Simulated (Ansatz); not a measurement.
# Barriers and T(E) in Si/Be, part 2 of 2

Is Si/Be a contact for electrons or for holes? The semiconductor is Si diamond(111), undoped, with its far face capped by hydrogen, and the metal is Be hcp(0001) sqrt3 x sqrt3, in direct contact. After relaxation the nearest pair at the metal is Be–Si at 2.43 Å, at a slant. The common net has a side of 3.868 Å, which strains the semiconductor by +0.0 % and the metal by -1.2 %, against typed lattice constants near PBE's. The first steps treat the bulk crystals alone.

Ansatz 0.2.0; PBE DFT, plane waves, PAW files (the session's first sound run).

So far. Step 5 (T(E) from the semiconductor into the metal, atomic …): The semiconductor's channels close between -0.25 and +0.40 eV. In the worse lead the potential repeats within 45 meV, which the program flags as too much for a lead, so the metal lead, which has this step, is on the short side. Step 6 (The contact's transmission, atomic planes in the …): The semiconductor's channels close between -0.25 and +0.40 eV.

**7. The first cell with another functional, cutoff 500 eV**

This step: r2SCAN DFT, plane waves, PAW files; ballistic transmission by layer matching between semi-infinite leads (Ansatz 0.2.0).

System of this step: Si/Be. The cell holds 70 atoms: 24 Si, 45 Be and 1 H. Its edges and angles: a = 3.868 Å, b = 3.868 Å, c = 92.198 Å, α = 90.0°, β = 90.0°, γ = 120.0°. Regions: left electrode, 18 atoms (18 Si); barrier, 6 atoms (6 Si); right electrode, 45 atoms (45 Be). Vacuum lies along c.

r2SCAN opens the gap somewhat, so the first cell is run again with it to see how the barriers share the change.

Contents of input.yaml:

```yaml
crystal:
  lattice:
    - [3.868, 0.0, 0.0]
    - [-1.934, 3.3497862618, 0.0]
    - [0.0, 0.0, 92.1981145518]
  atoms:
    - { symbol: Si, position: [0.0, 0.0, 0.1681162362] }
    - { symbol: Si, position: [0.33333333, 0.66666667, 0.1766794102] }
    - { symbol: Si, position: [0.33333333, 0.66666667, 0.2023689324] }
    - { symbol: Si, position: [0.66666667, 0.33333333, 0.2109321065] }
    - { symbol: Si, position: [0.66666667, 0.33333333, 0.2366216286] }
    - { symbol: Si, position: [0.0, 0.0, 0.2451848027] }
    - { symbol: Si, position: [0.0, 0.0, 0.2708743249] }
    - { symbol: Si, position: [0.33333333, 0.66666667, 0.2794374989] }
[... 58 atom lines left out ...]
    - { symbol: Be, position: [0.33333333, 0.0, 0.848153077] }
    - { symbol: Be, position: [0.66666667, 0.66666667, 0.848153077] }
    - { symbol: Be, position: [0.0, 0.33333333, 0.848153077] }
    - { symbol: H, position: [0.0, 0.0, 0.151846923] }
kpoints:
  mp_grid: { grid: [8, 8, 1] }
scf:
  occupations: { method: fermi_dirac, width: 0.1 }
  max_iter: 150
hamiltonian:
  xc: r2scan
efield:
  axis: 3
  dipole_correction: true
output:
  transmission:
    kmesh: [12, 12]
    e_range: [-2.5, 2.5]
    de: 0.05
    leads: [[7, 9], [45, 51]]
  dos: { projected: true, e_range: [-6, 5], de: 0.05 }
  write_potential: true
  write_density: true
  volumetric_format: npy
```

On the command line:

```bash
ansatz run input.yaml --threads 8 --pin off --max-ram 24576MiB --backend cpu --events-out ev --progress --plain --runs-dir out
```

Wall time 5.3 min (8 threads of Arm Neoverse V2, shared host); peak memory 11 GiB; 40 min of CPU time.

This step gave:

| Quantity | Value |
| --- | --- |
| free energy | -19551.0350 eV |
| Fermi energy | 3.504 eV |
| potential step in the lower lead | 15.1 meV |
| potential step in the upper lead | 48.2 meV |
| work function, upper face | 5.397 eV |
| work function, lower face | 4.498 eV |
| dipole moment | -0.06438 e·Å |
| dipole field | -0.009752 V/Å |

One spin. Table of transmission, zone mean by energy, zero at the Fermi level:

energy (eV), transmission, zone mean and a bar:
```
   -2.400       0.90 ##################
   -2.200       0.80 ################
   -2.000       0.73 ##############
   -1.800       0.66 #############
   -1.600       0.57 ###########
   -1.400       0.45 #########
   -1.200       0.23 ####
   -1.000       0.19 ####
   -0.800       0.09 ##
   -0.600       0.03 #
   -0.400       0.02 
   -0.200       0.00 
    0.000       0.00 
    0.200       0.00 
    0.400       0.00 
    0.600       0.00 
    0.800       0.02 
    1.000       0.00 
    1.200       0.19 ####
    1.400       0.40 ########
    1.600       0.60 ############
    1.800       0.87 #################
    2.000       1.09 #####################
    2.200       1.40 ###########################
    2.400       1.54 ##############################
```

One spin. Open channels, zone mean against energy, zero at the Fermi level:

```tsv
energy (eV)	lower lead	upper lead
-2.400	1.72	2.01
-2.200	1.55	1.81
-2.000	1.51	1.72
-1.800	1.30	1.64
-1.600	1.13	1.51
-1.400	0.938	1.35
-1.200	0.604	1.10
-1.000	0.562	1.10
-0.800	0.312	0.931
-0.600	0.146	0.972
-0.400	0.146	0.722
-0.200	0	0.514
0.000	0	0.431
0.200	0	0.431
0.400	0	0.264
0.600	0.0417	0.306
0.800	0.208	0.514
1.000	0.333	0.812
1.200	0.583	1.48
1.400	0.833	1.98
1.600	1.07	2.31
1.800	1.36	3.27
2.000	1.65	3.65
2.200	2.15	3.77
2.400	2.15	3.56
```

Projected DOS an atom over height of the atomic layer and energy from the Fermi level. Layers: H Si Si Si Si Si Si Si Si Si Si Si Si Si Si Si Si Si Si Si Si Si Si Si Si Be3 Be3 Be3 Be3 Be3 Be3 Be3 Be3 Be3 Be3 Be3 Be3 Be3 Be3 Be3; projections on atoms miss part of the total, and the computed bands can run out at the top of the range; a column is the mean of 3 neighbouring layers, the last of those left over.

Ten even steps from '0' (0.006 states/eV) to '9' (0.708 states/eV), each cell a mean:
```
44555555100001
56666666100000
79888897200001
68878877200001
57777777210010
59888888321210
25555445313200
12222223200000
00111000000000
00000000000000
00000001000000
01111222000001
23444455100001
58778777200012
69999998300002
69999999400012
69999898411112
67878777411112
75777766411112
43322223311122
01111112322222
12222222222222
```
Columns: height of the atomic layer (Å) from 15.3 to 78.2 (not evenly spaced); rows upwards: energy from the Fermi level (eV) from -6 to 5.

The semiconductor's channels close between -0.30 and +0.55 eV. In the worse lead the potential repeats within 48 meV, which the program flags as too much for a lead, so the metal lead, which has this step, is on the short side.

**8. What came out**

| Item | Value |
| --- | --- |
| valence edge of the semiconductor lead against the Fermi level, 6 planes | -0.25 eV |
| conduction edge of the semiconductor lead against the Fermi level, 6 planes | +0.40 eV |
| valence edge of the semiconductor lead against the Fermi level, 10 planes | -0.25 eV |
| conduction edge of the semiconductor lead against the Fermi level, 10 planes | +0.40 eV |
| valence edge of the semiconductor lead against the Fermi level, r2SCAN | -0.30 eV |
| conduction edge of the semiconductor lead against the Fermi level, r2SCAN | +0.55 eV |

The metal's Fermi level lies in the gap of the semiconductor, 0.40 eV under the first conduction channel and 0.25 eV over the last valence one, as read in the lead, away from the contact; bands can bend on the way there. The edges are read from the typed mesh and energy grid, to 0.05 eV at best. Adding 4 atomic planes to the layer under the metal moves the conduction edge by +0.00 eV, about one grid step or less. r2SCAN moves the edges to -0.30 and +0.55 eV, 0.85 eV apart on the grid against 0.65 eV. The semiconductor is undoped and only a few nanometres thick, with its far face capped by hydrogen. A semilocal functional narrows gaps, and the two barriers add up to the gap, so their sum is too small. No spin-orbit coupling, phonons, disorder or image charges enter; the interfaces are ordered, one cell wide and lattice-matched by strain. Semilocal gaps are too small, which can bring a band edge of the barrier nearer to the Fermi level than it is.

[Logs are printed without paths, hosts, clocks, repeated set-up lines and the standing remarks that a program may print on its own settings, such as how far it seeks lower states.]

[Hosts, paths, dates, database ids (printed as entryN), source tags and the programs' standing remarks are cut or masked in the printed files.]
